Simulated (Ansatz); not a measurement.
## TaN: N vacancy

Computed with DFT PBE, scalar-relativistic, plane waves, PAW in Ansatz 0.2.0. Run with 420 eV cutoff, 5×5×5 k-mesh, Gaussian smearing of 0.10 eV, no spin polarisation.

Host crystal, relaxed:

```yaml
crystal:
  lattice:
    - [2.95018, 0.00000, 0.00000]
    - [-1.47509, 2.55493, 0.00000]
    - [0.00000, 0.00000, 2.89777]
  atoms:
    - { symbol: Ta, position: [0.33333, 0.66667, 0.50000] }
    - { symbol: N, position: [0.00000, 0.00000, 0.00000] }
```

Supercell of 32 atoms, rows in host cell vectors: 1 -1 2; 1 -1 -2; 1 3 0. Atoms relax at the host's cell, keeping the symmetry that the supercell leaves at the site. The cell is small, so energies carry finite-size errors of tenths of an eV. The host is a metal. Atoms are taken from and returned to the elements' standard states.

A cell with an odd number of electrons and no spin polarisation is a metal by construction and may be lower with spin. Spin-orbit coupling is left out, which matters for the bands and energies of heavy elements.

Defect: N vacancy set at (0.000, 0.000, 0.000) of the host cell. Before relaxation its nearest neighbours are 6 Ta at 2.24 Å.

```json
{"charge": "0", "E_f at the valence band top (eV)": "4.65", "moment (μB)": "0.00", "largest move (Å)": "0.01", "atoms near the site": "2 Ta at 2.24 Å, 4 Ta at 2.25 Å"}
```